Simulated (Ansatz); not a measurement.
Input and command of a plane-wave DFT calculation in Ansatz:

```yaml
crystal:
  lattice:
    - [4.5467806345, 0.0, 0.0]
    - [-2.2733903172, 3.937627535, 0.0]
    - [0.0, 0.0, 4.7986551354]
  atoms:
    - { symbol: Mg, position: [0.0, 0.0, 0.5] }
    - { symbol: Mg, position: [0.3333333333, 0.6666666667, 0.0] }
    - { symbol: Mg, position: [0.6666666667, 0.3333333333, 0.0] }
    - { symbol: Se, position: [0.0, 0.0, 0.0] }
basis:
  ecutwfc: 420
kpoints:
  mp_grid: { grid: [6, 6, 4] }
hamiltonian:
  xc: pbe
scf:
  occupations: { method: gaussian, width: 0.1 }
  lower_state_search: "off"
output:
  forces: true
  stress: true
  eigenvalues: true
relax:
  adjacent_minimum: "off"
  f_tol: 0.04
  max_steps: 70
  cell: { stress_tol: 0.4 }
```

```bash
ansatz run input.yaml --threads 1 --pin off --max-ram 2560MiB --backend cpu --events-out ev --progress --plain --runs-dir out
```

Processor: Arm Neoverse V1, 1 thread, on a host shared with other jobs.

How long does it run, and how much memory does it take?

About 32 s on 1 thread of Arm Neoverse V1 (shared host), peak memory 0.38 GiB. It solves 28 bands at 21 k points (the mesh reduced by the symmetry that the task leaves, which can be less than the crystal's) with about 2315 plane waves (on the last cell), in 55 SCF iterations over 8 ionic steps.
